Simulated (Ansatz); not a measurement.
AgI (started from an entry of an open crystallographic database) was relaxed with 5 functionals in Ansatz, cell and atoms free, the symmetry of the start kept (meshes: PBE 6×6×6, r2SCAN 6×6×6, PBEsol 6×6×6, LDA 6×6×6, HSE06 4×4×4). Calculated for a static, non-magnetic cell.

The LDA result:
```cif
data_structure
_symmetry_space_group_name_H-M 'F-43m'
_symmetry_Int_Tables_number 216
_cell_length_a 6.3492
_cell_length_b 6.3492
_cell_length_c 6.3492
_cell_angle_alpha 90.000
_cell_angle_beta 90.000
_cell_angle_gamma 90.000
_cell_volume 255.95
loop_
_atom_site_label
_atom_site_type_symbol
_atom_site_symmetry_multiplicity
_atom_site_Wyckoff_symbol
_atom_site_fract_x
_atom_site_fract_y
_atom_site_fract_z
_atom_site_occupancy
Ag1 Ag 4 a 0.00000 0.00000 0.00000 1
I1 I 4 d 0.25000 0.25000 0.75000 1
```

It is cubic, F-43m (No. 216); a = 6.349 Å in the conventional setting, 31.99 Å³ an atom. Ag has 4 I at 2.75 Å; I has 4 Ag at 2.75 Å.

(1) How does the cell change with HSE06?

(2) What lattice does PBEsol give?

(3) Held at the r2SCAN cell, what mean stress do LDA and PBE find, and does its sign point to their own minimum?

## Answers

(1) a = 6.625 Å; the volume differs by +13.6 % from LDA's. Ag is surrounded by 4 I at 2.87 Å; I is surrounded by 4 Ag at 2.87 Å.

(2) a = 6.449 Å; the volume differs by +4.8 % from LDA's. Ag is surrounded by 4 I at 2.79 Å; I is surrounded by 4 Ag at 2.79 Å.

(3) Yes. LDA -3.31 GPa, and its relaxed volume is -10.0 % from r2SCAN's; PBE +0.65 GPa, and its relaxed volume is +2.5 % from r2SCAN's. Compression counts positive, so a positive stress asks for a larger cell.
